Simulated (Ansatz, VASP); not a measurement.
# One calculation of Si, two programs

```
Si
1.0
     0.00000    2.49559    2.78358
     2.49559    0.00000    2.78358
     2.49559    2.49559    0.00000
Si
2
Cartesian
  2.4956 2.4956 2.7836
  3.7434 3.7434 4.1754
```

Alike in both runs: task single point; functional LDA; k mesh 12 × 12 × 12; occupations gaussian, width 0.05 eV; no spin polarisation.

|  | VASP | Ansatz |
| --- | --- | --- |
| version | VASP 6.6.1 | Ansatz 0.2.0 |
| potentials or method | VASP PAW LDA potentials, release 64 (Si) | scalar-relativistic, plane waves, PAW |
| plane-wave cutoff (eV) | 520 | 420 |
| valence electrons in the cell | 8 | 8 |

```csv
,VASP,Ansatz,Ansatz less VASP
gap on the k mesh at the Fermi level (eV),none,none,-
pressure (GPa),15.3,15.2,-0.08
largest component of the traceless stress (GPa),7.70,7.72,+0.018
```

A gap of «none» marks a metal or a gap that the smearing closes. Ansatz warned: «pseudo_functional_mismatch».

Caveats: so large a pressure means that the cell lies far from this level's equilibrium, or that cutoff or potentials fall short (VASP).
